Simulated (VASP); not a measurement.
Input of a VASP 6.6.1 run:

File run.py:

```python
from ase import Atoms
from ase.calculators.vasp import Vasp
from ase.dft.bandgap import bandgap

atoms = Atoms(
    ['Ge', 'Ge'],
    cell=[[0.0, 2.82891, 2.82891], [2.82891, 0.0, 2.82891], [2.82891, 2.82891, 0.0]],
    scaled_positions=[[0.75, 0.75, 0.75], [0.5, 0.5, 0.5]],
    pbc=True,
)
calc = Vasp(
    directory='calc',
    xc='pbe',
    pp='PBE',
    setups='recommended',
    prec='Accurate',
    encut=520,
    ediff=1e-07,
    ismear=0,
    sigma=0.02,
    lreal=False,
    lasph=True,
    nelm=60,
    algo='Normal',
    isif=2,
    lwave=False,
    lcharg=False,
    kpts=[8, 8, 8],
    gamma=True,
    nbands=21,
)
atoms.calc = calc

print('energy (eV):', atoms.get_potential_energy())
print('free energy (eV):', atoms.get_potential_energy(force_consistent=True))
print('forces (eV/A):')
print(atoms.get_forces())
print('stress (eV/A^3, Voigt):', atoms.get_stress())
print('Fermi level (eV):', calc.get_fermi_level())
gap, top, bottom = bandgap(calc)
print('band gap (eV):', gap, 'from (spin, k, band)', top, 'to', bottom)
```

Potentials or basis: VASP PAW PBE potentials, release 64 (Ge_d).

Run with:

```sh
$ python run.py
```

Task: Predict the band gap on the k mesh.

Result: 0.03 eV, direct.

Task: What does it give for the pressure?

Result: 3.5 GPa.

**Experimental background.**

From “Temperature-dependent photoluminescence in Ge: experiment and theory”, 2020, arxiv:2003.00143, for a bulk crystal of Ge at 0 K: band gap 0.744 eV (indirect).

Against the measured gap of Ge, 0.744 eV (indirect; 0 K; “Temperature-dependent photoluminescence in Ge: experiment and theory”, 2020, arxiv:2003.00143), the calculated 0.03 eV is off by -0.71 eV. 3 values of this kind are on record (0.666 to 0.807 eV); this one was drawn at random among those near their median. Spin-orbit coupling on Ge is left out. The value is that of PBE on a finite k mesh, which can miss the band edges, without temperature or zero-point motion. Semilocal functionals fall short of measured gaps as a rule.
